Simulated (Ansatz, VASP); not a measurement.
## SnO: VASP beside Ansatz

```
Sn O
1.0
     3.80200    0.00000    0.00000
     0.00000    3.80200    0.00000
     0.00000    0.00000    4.88436
Sn O
2 2
Direct
  0.00000 0.50000 0.23850
  0.50000 0.00000 0.76150
  0.00000 0.00000 0.00000
  0.50000 0.50000 0.00000
```

Change from the starting cell: zz strain of +1 %.

Alike in both runs: task single point; functional LDA; k mesh 6 × 6 × 5; occupations fermi-dirac, width 0.02 eV; no spin polarisation.

|  | VASP | Ansatz |
| --- | --- | --- |
| version | VASP 6.6.1 | Ansatz 0.2.0 |
| potentials or method | VASP PAW LDA potentials, release 64 (Sn_d, O), cutoff 520 eV | all-electron LAPW, scalar-relativistic |

Ansatz gave:

| Quantity | Value |
| --- | --- |
| pressure (GPa) | -3.6 |
| largest component of the traceless stress (GPa) | 0.26 |
| rms of the force components (eV/Å) | 0.181 |

Task: What did VASP give for the same quantities?

Result: Pressure (GPa): -3.3; largest component of the traceless stress (GPa): 0.24; rms of the force components (eV/Å): 0.137.

Atom by atom the forces differ by 0.044 eV/Å (rms over components). Ansatz ran all-electron here, so the differences hold the error of VASP's frozen core and of both bases.
